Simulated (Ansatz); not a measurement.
# GaN (P6_3mc) in Ansatz: notebook

One crystal, GaN, is run at these levels: PBE, PBEsol+D3(BJ); tasks: band structure, single point, equation of state.

Program: Ansatz 0.2.0. These are calculated values, not measurements. Logs are shortened: lines on timing, memory, paths and dates and some standing lists are left out, and cuts for length are marked.

**Measured values to compare with.**

“Studying electronic properties in GaN without electrical contacts using γ-γ vs e−-γ Perturbed Angular Correlations”, 2019, pmc:6823545 quotes, for a bulk crystal of GaN: band gap 3.503 ± 0.005 eV (direct).

The runs below are set against these values where they give the same quantity.

## 1. The structure

The structure is hexagonal, space group P6_3mc (No. 186). The conventional cell has a = 3.180 Å, b = 3.180 Å, c = 5.166 Å, α = 90.00°, β = 90.00°, γ = 120.00°. Ga (site symmetry 3m) is surrounded by 4 N at 1.94 to 1.95 Å. N (site symmetry 3m) is surrounded by 4 Ga at 1.94 to 1.95 Å.

## 2. Band structure, PBE

Contents of input.yaml:

```yaml
crystal:
  lattice:
    - [3.18, 0.0, 0.0]
    - [-1.59, 2.753960784, 0.0]
    - [0.0, 0.0, 5.166]
  atoms:
    - { symbol: Ga, position: [0.6666666667, 0.3333333333, 0.5] }
    - { symbol: Ga, position: [0.3333333333, 0.6666666667, 0.0] }
    - { symbol: "N", position: [0.6666666667, 0.3333333333, 0.875] }
    - { symbol: "N", position: [0.3333333333, 0.6666666667, 0.375] }
hamiltonian:
  xc: pbe
  pseudopotentials: { kind: paw }
kpoints:
  mp_grid: { grid: [10, 10, 5] }
  band_path:
    path:
      - [[0.0, 0.0, 0.0], [0.5, 0.0, 0.0], [0.3333333333, 0.3333333333, 0.0], [0.0, 0.0, 0.0], [0.0, 0.0, 0.5], [0.5, 0.0, 0.5], [0.3333333333, 0.3333333333, 0.5], [0.0, 0.0, 0.5]]
      - [[0.5, 0.0, 0.5], [0.5, 0.0, 0.0]]
      - [[0.3333333333, 0.3333333333, 0.0], [0.3333333333, 0.3333333333, 0.5]]
    npoints: 14
scf:
  occupations: { method: fermi_dirac, width: 0.05 }
  n_extra_bands: 10
output:
  forces: true
  stress: true
  eigenvalues: true
  fatbands: true
  write_density: true
  write_potential: true
  elf: true
  volumetric_format: npy
```

Potentials or basis: Ansatz PAW.

The run is started by

```
$ ansatz run input.yaml --threads 2 --pin off --max-ram 5120MiB --backend cpu --events-out ev --progress --plain --runs-dir out
```

The log of the run:

```text
Warning: RAYON_NUM_THREADS=2 ignored (pool sized by the plan → 2); use --threads N
scf.n_extra_bands = 10 over 18 filled bands (N_el = 36.0): the run solves 28 bands
Engine: ansatz 0.2.0, x86_64-unknown-linux-gnu
Pseudopotentials: kind: paw
Pseudopotential: Ga, paw, valence charge 13, recommended cutoff 420 eV (normal), Ga.paw.azcp
Pseudopotential: N, paw, valence charge 5, recommended cutoff 420 eV (normal), N.paw.azcp
Functional definition: PBE
  parameter kappa = 0.804
  parameter beta = 0.06672455060314922
  exchange = pbe_x(kappa = kappa, mu = beta*pi^2/3)
  correlation = pbe_c(beta = beta)
Crystal: 4 atoms, lattice volume = 45.242 Å³
Basis set: ecut = 420 eV, 881 PW (Γ), exchange–correlation on 48×48×72 points (8 copies of the dense FFT grid, shifted against one another)
Bands: 28, of which v1, the nominal top of the filled ones, is band 18 counted from 1 (17 counted from 0)
Symmetry: 12 space group operations
Space group: P63mc (ITA 186), of the structure as read, at distance tolerance 3.6e-5 Å
k-points: 42 of 500 (time reversal used)
Non-local potential: Ga, projectors of the file, l = 0: 2, l = 1: 2, l = 2: 3, l = 3: 1
Non-local potential: N, projectors of the file, l = 0: 2, l = 1: 2, l = 2: 1
PAW form: soft (Blöchl's): semilocal exchange-correlation on the pseudo side does not see the compensation charge
PAW one-centre angular grid: Ga, 590 points (default); XC on 64 Gauss nodes
PAW one-centre angular grid: N, 110 points (default); XC on 64 Gauss nodes
Initial density: superposition of atomic densities (neutral atoms: chi_scale 0, normalization atom), corrected by the library's trained network
Initial wavefunctions: pseudopotential atomic-orbital guess
Functional: x = pbe(κ = 0.804, μ = 0.2195149727645171), c = pbe(β = 0.06672455060314922)
SCF iter   1: F=—  HF=-8335.795598 eV  |F-HF|=—  |Δ(HF+E_count)|=         —  Δρ=8.59e-4  dr2=1.94e-4  ethr=1.77e-3  ⟨swp⟩=5.0  Hψ=4768  notcnv=0  defer=12
preconditioner: auto → Resta (q_TF=auto, 2.626 Å⁻¹)  ε∞=3.7  [insulator: Δε(μ)=1.958 eV  Ē_g=20.120 eV  σ=0.050 eV  W_gap=1.00  n_scr=22 (ndim 8)  ℏωp=33.1 eV  f_vac=0.008  D(μ)=0.00/eV (n_scr^D=0)  ε∞_Penn≈3.7]
SCF iter   2: F=—  HF=-8335.796201 eV  |F-HF|=—  |Δ(HF+E_count)|=   6.03e-4  Δρ=4.55e-4  dr2=4.93e-5  ethr=5.38e-7  ⟨swp⟩=2.1  Hψ=2244  notcnv=0  defer=27
SCF iter   3: F=—  HF=-8335.796322 eV  |F-HF|=—  |Δ(HF+E_count)|=   1.21e-4  Δρ=1.64e-4  dr2=6.13e-6  ethr=1.37e-7  ⟨swp⟩=2.0  Hψ=1829  notcnv=0  defer=27
SCF iter   4: F=—  HF=-8335.796330 eV  |F-HF|=—  |Δ(HF+E_count)|=   7.94e-6  Δρ=5.76e-5  dr2=8.45e-7  ethr=1.70e-8  ⟨swp⟩=2.0  Hψ=1829  notcnv=0  defer=27
iter 5 did not close the SCF: its close was put off for the readings that it lacked (scf_convergence_deferred on its scf_iter line)
SCF iter   5: F=-8335.796332 eV  HF=-8335.796331 eV  |F-HF|=1.69e-7  |Δ(HF+E_count)|=   1.45e-6  Δρ=1.50e-5  dr2=8.17e-8  ethr=2.35e-9  ⟨swp⟩=2.0  Hψ=1540  notcnv=0  defer=27
SCF iter   6: F=-8335.796332 eV  HF=-8335.796332 eV  |F-HF|=9.71e-9  |Δ(HF+E_count)|=   1.84e-7  Δρ=4.36e-6  dr2=6.57e-9  ethr=2.27e-10  ⟨swp⟩=8.2  Hψ=7137  notcnv=0
SCF 1 converged in 6 iterations: F = -8335.796332 eV  dr2 = 6.57e-9
NSCF: frozen V_eff on 129 k-points
SCF converged after 6 iterations
Free energy (F): -8335.796332 eV
Harris-Foulkes:  -8335.796332 eV  (|F-HF|=9.71e-9)
Internal energy: -8335.796332 eV  (E = F + TS)
E sigma→0 (E₀):  -8335.796332 eV
Fermi energy:    10.870392 eV
--- Per-component energies (eV) ---
  E_band       = -5.328520
  E_kinetic    = 495.401733
  E_local      = -3888.974431  (includes V_loc(G=0)·N_el)
  E_nonlocal   = 948.897799
  E_hartree    = 1791.442636
  E_xc         = -257.979849
  E_vxc        = -268.793706  (∫ρ·V_xc dr)
  E_paw        = -4240.757546  (= ΣΔE_a)
  E_vpaw       = -874.745868  (= ΣTr[D̂ρ^β])
  E_aug_tail   = 0.000054  (compensation charges beyond the density's cutoff)
  E_ewald      = -3183.826728
  E_smearing   = -0.000000  (= −TS)
  E_closure    = -0.000000  (closes the sum)
  Σ components = -8335.796332   (vs F -8335.796332, Δ=0.00e0)
--- Forces (eV/Å), atoms counted from 1 ---
  atom   1  Ga     0.00000000    -0.00000000    -0.13701648
  atom   2  Ga     0.00000000     0.00000000    -0.13701648
  atom   3  N      0.00000000    -0.00000000     0.13701255
  atom   4  N      0.00000000     0.00000000     0.13701255
  max |Σ_I F_I| component: 7.87e-6 eV/Å
--- Stress (GPa, compression-positive) ---
        6.577839       0.000000      -0.000000
        0.000000       6.577839       0.000000
       -0.000000       0.000000       8.729491
  P = ⅓ Tr σ = 7.2951 GPa (72.951 kbar)
--- Band table (eV; the first three rows and the last of 42) ---
  k-point 0: bands = ["-6.2152", "-5.2787", "-3.6527", "-3.6314", "-3.6314", "-3.5673", "-3.5673", "-3.3756", "-3.3756", "-3.2739", "-3.2739", "-2.0133", "2.7083", "8.7901", "8.7901", "9.7924", "9.8519", "9.8519", "11.8163", "14.1548", "19.1049", "19.7819", "19.7819", "20.7054", "21.6220", "21.6220", "24.4574", "25.5014"]
  k-point 1: bands = ["-6.0980", "-5.3256", "-3.6291", "-3.6291", "-3.6194", "-3.5770", "-3.5770", "-3.3623", "-3.3623", "-3.2803", "-3.2803", "-2.4085", "3.4303", "8.7233", "8.8869", "8.8869", "9.7460", "9.7460", "12.6955", "14.2293", "18.8382", "19.8261", "19.8304", "19.8304", "21.2651", "21.2651", "24.8516", "26.0383"]
  k-point 2: bands = ["-5.8039", "-5.4982", "-3.6189", "-3.6189", "-3.5988", "-3.5988", "-3.4659", "-3.3316", "-3.3316", "-3.3004", "-3.3004", "-3.0599", "5.0454", "6.9256", "9.1444", "9.1444", "9.4728", "9.4728", "13.8071", "14.2843", "18.4036", "18.6576", "20.0709", "20.0709", "20.5933", "20.5933", "25.6740", "26.7748"]
  k-point 41: bands = ["-5.1301", "-5.1127", "-3.5389", "-3.5172", "-3.5034", "-3.4518", "-3.3649", "-3.3624", "-3.3256", "-3.3164", "-1.6983", "-1.5757", "3.6401", "3.7702", "5.4373", "6.1817", "8.0379", "8.3347", "16.1734", "16.2086", "17.2010", "17.7093", "18.8477", "19.0391", "22.9209", "23.6244", "24.2570", "24.9939"]
```

Wall time 5.4 s (2 threads of Intel Xeon Platinum 8559C (Emerald Rapids), shared host); peak memory 0.51 GiB.

What came out:

```yaml
Free_energy: -8335.7963 eV
Pressure: 7.3 GPa
Largest_force: 0.137 eV/Å
Band_gap_on_the_k_mesh: 1.96 eV, direct
Band_gap_along_the_path: 1.96 eV, direct
```

Forces on the atoms (eV/Å):
```
Ga   0.000  0.000 -0.137
Ga   0.000  0.000 -0.137
N    0.000  0.000  0.137
N    0.000  0.000  0.137
```

Stress tensor (GPa, compression positive):
```
6.58 0.00 0.00
0.00 6.58 0.00
0.00 0.00 8.73
```

Levels at the corners of the path, in eV from the valence-band top:
| point | band 16 | band 17 | band 18 | band 19 | band 20 | band 21 |
| --- | --- | --- | --- | --- | --- | --- |
| Γ | -0.06 | 0.00 | 0.00 | 1.96 | 4.30 | 9.25 |
| M | -2.78 | -2.26 | -0.99 | 5.08 | 5.61 | 6.08 |
| K | -3.04 | -3.04 | -2.72 | 5.13 | 7.87 | 7.87 |
| Γ | -0.06 | 0.00 | 0.00 | 1.96 | 4.30 | 9.25 |
| A | -0.54 | -0.54 | -0.54 | 4.29 | 4.29 | 8.55 |
| L | -1.96 | -1.93 | -1.93 | 4.43 | 4.43 | 7.84 |
| H | -4.23 | -1.51 | -1.51 | 6.50 | 6.50 | 7.33 |
| A | -0.54 | -0.54 | -0.54 | 4.29 | 4.29 | 8.55 |
| L | -1.96 | -1.93 | -1.93 | 4.43 | 4.43 | 7.84 |
| M | -2.78 | -2.26 | -0.99 | 5.08 | 5.61 | 6.08 |
| K | -3.04 | -3.04 | -2.72 | 5.13 | 7.87 | 7.87 |
| H | -4.23 | -1.51 | -1.51 | 6.50 | 6.50 | 7.33 |

Caveat: the pressure holds a Pulay correction of +0.5 GPa for the finite cutoff.

## 3. Single point, PBEsol+D3(BJ), 10.63 Å³/atom (volume scaled by 0.94)

Contents of input.yaml:

```yaml
crystal:
  lattice:
    - [3.1150838257, 0.0, 0.0]
    - [-1.5575419129, 2.697741728, 0.0]
    - [0.0, 0.0, 5.0605418376]
  atoms:
    - { symbol: Ga, position: [0.6666666667, 0.3333333333, 0.5] }
    - { symbol: Ga, position: [0.3333333333, 0.6666666667, 0.0] }
    - { symbol: "N", position: [0.6666666667, 0.3333333333, 0.875] }
    - { symbol: "N", position: [0.3333333333, 0.6666666667, 0.375] }
hamiltonian:
  xc: pbesol
  pseudopotentials: { kind: paw }
  dispersion: d3bj
kpoints:
  mp_grid: { grid: [10, 10, 5] }
scf:
  occupations: { method: fermi_dirac, width: 0.05 }
output:
  forces: true
  stress: true
  eigenvalues: true
  write_density: true
  write_potential: true
  elf: true
  volumetric_format: npy
```

Potentials or basis: Ansatz PAW.

The run is started by

```
$ ansatz run input.yaml --threads 2 --pin off --max-ram 5120MiB --backend cpu --events-out ev --progress --plain --runs-dir out
```

It took 2 s on 2 threads of Intel Xeon Platinum 8559C (Emerald Rapids), shared host; peak memory 0.49 GiB.

Results (log left out):

```yaml
Free_energy: -8246.5157 eV
Pressure: 11.1 GPa
Largest_force: 0.151 eV/Å
Band_gap_on_the_k_mesh: 2.32 eV, direct
```

Caveat: odd divisions of the mesh miss points on the zone boundary, where band edges often lie, so the gap on the mesh can be too wide; the pressure holds a Pulay correction of +0.6 GPa for the finite cutoff; the PAW data sets come from PBE, with cores solved anew for the run's functional, which leaves a small shift of forces and pressure.

## 4. Single point, PBEsol+D3(BJ), 10.86 Å³/atom (volume scaled by 0.96)

Changes to input.yaml since step 3:

```diff
@@ -2,5 +2,5 @@
   lattice:
-    - [3.1150838257, 0.0, 0.0]
-    - [-1.5575419129, 2.697741728, 0.0]
-    - [0.0, 0.0, 5.0605418376]
+    - [3.1370217585, 0.0, 0.0]
+    - [-1.5685108793, 2.7167405351, 0.0]
+    - [0.0, 0.0, 5.0961806304]
   atoms:
@@ -22,5 +22 @@
   eigenvalues: true
-  write_density: true
-  write_potential: true
-  elf: true
-  volumetric_format: npy
```

The run is started by

```
$ ansatz run input.yaml --threads 2 --pin off --max-ram 5120MiB --backend cpu --events-out ev --progress --plain --runs-dir out
```

It took 1.4 s on 2 threads of Intel Xeon Platinum 8559C (Emerald Rapids), shared host; peak memory 0.48 GiB.

Results (log left out):

```yaml
Free_energy: -8246.5641 eV
Pressure: 6.2 GPa
Largest_force: 0.145 eV/Å
Band_gap_on_the_k_mesh: 2.18 eV, direct
```

Caveat: odd divisions of the mesh miss points on the zone boundary, where band edges often lie, so the gap on the mesh can be too wide; the pressure holds a Pulay correction of +0.6 GPa for the finite cutoff; the PAW data sets come from PBE, with cores solved anew for the run's functional, which leaves a small shift of forces and pressure.

## 5. Single point, PBEsol+D3(BJ), 11.08 Å³/atom (volume scaled by 0.98)

Changes to input.yaml since step 4:

```diff
@@ -2,5 +2,5 @@
   lattice:
-    - [3.1370217585, 0.0, 0.0]
-    - [-1.5685108793, 2.7167405351, 0.0]
-    - [0.0, 0.0, 5.0961806304]
+    - [3.158657075, 0.0, 0.0]
+    - [-1.5793285375, 2.7354772688, 0.0]
+    - [0.0, 0.0, 5.1313278144]
   atoms:
```

The run is started by

```
$ ansatz run input.yaml --threads 2 --pin off --max-ram 5120MiB --backend cpu --events-out ev --progress --plain --runs-dir out
```

It took 1.4 s on 2 threads of Intel Xeon Platinum 8559C (Emerald Rapids), shared host; peak memory 0.48 GiB.

It converged, with:

```yaml
Free_energy: -8246.5863 eV
Pressure: 1.8 GPa
Largest_force: 0.139 eV/Å
Band_gap_on_the_k_mesh: 2.04 eV, direct
```

Caveat: odd divisions of the mesh miss points on the zone boundary, where band edges often lie, so the gap on the mesh can be too wide; the pressure holds a Pulay correction of +0.5 GPa for the finite cutoff; the PAW data sets come from PBE, with cores solved anew for the run's functional, which leaves a small shift of forces and pressure.

## 6. Single point, PBEsol+D3(BJ), 11.31 Å³/atom

Changes to input.yaml since step 5:

```diff
@@ -2,5 +2,5 @@
   lattice:
-    - [3.158657075, 0.0, 0.0]
-    - [-1.5793285375, 2.7354772688, 0.0]
-    - [0.0, 0.0, 5.1313278144]
+    - [3.18, 0.0, 0.0]
+    - [-1.59, 2.753960784, 0.0]
+    - [0.0, 0.0, 5.166]
   atoms:
```

Potentials or basis: Ansatz PAW.

The run is started by

```
$ ansatz run input.yaml --threads 2 --pin off --max-ram 5120MiB --backend cpu --events-out ev --progress --plain --runs-dir out
```

Run time: 1.6 s. Hardware: 2 threads of Intel Xeon Platinum 8559C (Emerald Rapids), shared host; peak memory 0.46 GiB.

Results (log left out):

```
Free energy            : -8246.5850 eV
Pressure               : -2.2 GPa
Largest force          : 0.134 eV/Å
Band gap on the k mesh : 1.91 eV, direct
```

Caveat: odd divisions of the mesh miss points on the zone boundary, where band edges often lie, so the gap on the mesh can be too wide; the pressure holds a Pulay correction of +0.5 GPa for the finite cutoff; the PAW data sets come from PBE, with cores solved anew for the run's functional, which leaves a small shift of forces and pressure.

## 7. Single point, PBEsol+D3(BJ), 11.54 Å³/atom (volume scaled by 1.02)

Changes to input.yaml since step 6:

```diff
@@ -2,5 +2,5 @@
   lattice:
-    - [3.18, 0.0, 0.0]
-    - [-1.59, 2.753960784, 0.0]
-    - [0.0, 0.0, 5.166]
+    - [3.2010602164, 0.0, 0.0]
+    - [-1.6005301082, 2.7721994664, 0.0]
+    - [0.0, 0.0, 5.2002129176]
   atoms:
```

The run is started by

```
$ ansatz run input.yaml --threads 2 --pin off --max-ram 5120MiB --backend cpu --events-out ev --progress --plain --runs-dir out
```

Wall time 1.4 s (2 threads of Intel Xeon Platinum 8559C (Emerald Rapids), shared host); peak memory 0.48 GiB.

It converged, with:

- Free energy: -8246.5625 eV
- Pressure: -5.7 GPa
- Largest force: 0.128 eV/Å
- Band gap on the k mesh: 1.78 eV, direct

Caveat: odd divisions of the mesh miss points on the zone boundary, where band edges often lie, so the gap on the mesh can be too wide; the pressure holds a Pulay correction of +0.5 GPa for the finite cutoff; the PAW data sets come from PBE, with cores solved anew for the run's functional, which leaves a small shift of forces and pressure.

## 8. Single point, PBEsol+D3(BJ), 11.76 Å³/atom (volume scaled by 1.04)

Changes to input.yaml since step 7:

```diff
@@ -2,5 +2,5 @@
   lattice:
-    - [3.2010602164, 0.0, 0.0]
-    - [-1.6005301082, 2.7721994664, 0.0]
-    - [0.0, 0.0, 5.2002129176]
+    - [3.2218469041, 0.0, 0.0]
+    - [-1.6109234521, 2.7902012661, 0.0]
+    - [0.0, 0.0, 5.2339814801]
   atoms:
```

The run is started by

```
$ ansatz run input.yaml --threads 2 --pin off --max-ram 5120MiB --backend cpu --events-out ev --progress --plain --runs-dir out
```

Run time: 1.6 s. Hardware: 2 threads of Intel Xeon Platinum 8559C (Emerald Rapids), shared host; peak memory 0.48 GiB.

Results (log left out):

* Free energy: -8246.5210 eV
* Pressure: -8.9 GPa
* Largest force: 0.123 eV/Å
* Band gap on the k mesh: 1.65 eV, direct

Caveat: odd divisions of the mesh miss points on the zone boundary, where band edges often lie, so the gap on the mesh can be too wide; the pressure holds a Pulay correction of +0.5 GPa for the finite cutoff; the PAW data sets come from PBE, with cores solved anew for the run's functional, which leaves a small shift of forces and pressure.

## 9. Single point, PBEsol+D3(BJ), 11.99 Å³/atom (volume scaled by 1.06)

Changes to input.yaml since step 8:

```diff
@@ -2,5 +2,5 @@
   lattice:
-    - [3.2218469041, 0.0, 0.0]
-    - [-1.6109234521, 2.7902012661, 0.0]
-    - [0.0, 0.0, 5.2339814801]
+    - [3.2423687753, 0.0, 0.0]
+    - [-1.6211843877, 2.8079737278, 0.0]
+    - [0.0, 0.0, 5.2673198406]
   atoms:
```

Potentials or basis: Ansatz PAW.

The run is started by

```
$ ansatz run input.yaml --threads 2 --pin off --max-ram 5120MiB --backend cpu --events-out ev --progress --plain --runs-dir out
```

It took 1.6 s on 2 threads of Intel Xeon Platinum 8559C (Emerald Rapids), shared host; peak memory 0.49 GiB.

Results (log left out):

* Free energy: -8246.4627 eV
* Pressure: -11.7 GPa
* Largest force: 0.118 eV/Å
* Band gap on the k mesh: 1.52 eV, direct

Caveat: odd divisions of the mesh miss points on the zone boundary, where band edges often lie, so the gap on the mesh can be too wide; the pressure holds a Pulay correction of +0.5 GPa for the finite cutoff; the PAW data sets come from PBE, with cores solved anew for the run's functional, which leaves a small shift of forces and pressure.

## 10. Equation of state, PBEsol+D3(BJ)

Potentials or basis: Ansatz PAW.

No new run: the results of the series are fitted here.

Results:

```yaml
Equilibrium_volume: 11.18 Å³/atom
Bulk_modulus_at_fixed_shape_and_positions: 196 GPa
Pressure_derivative_of_the_bulk_modulus: 4.4
```

Energy against volume, from the lowest point:
| volume (Å³/atom) | energy (meV/atom) |
| --- | --- |
| 10.632 | 17.64 |
| 10.858 | 5.53 |
| 11.084 | 0.00 |
| 11.310 | 0.32 |
| 11.537 | 5.95 |
| 11.763 | 16.31 |
| 11.989 | 30.89 |

Caveat: the cell was scaled at fixed shape and fractional positions, which overstates the stiffness of a crystal with free parameters, most of all of layers and chains.

## 11. How close it comes

Step 2. A measured gap of GaN is 3.503 eV (direct; quoted in “Studying electronic properties in GaN without electrical contacts using γ-γ vs e−-γ Perturbed Angular Correlations”, 2019, pmc:6823545); the calculated 1.96 eV misses it by -1.54 eV. Spin-orbit coupling on Ga is left out. The value is that of PBE, without temperature or zero-point motion. Semilocal functionals fall short of measured gaps as a rule.
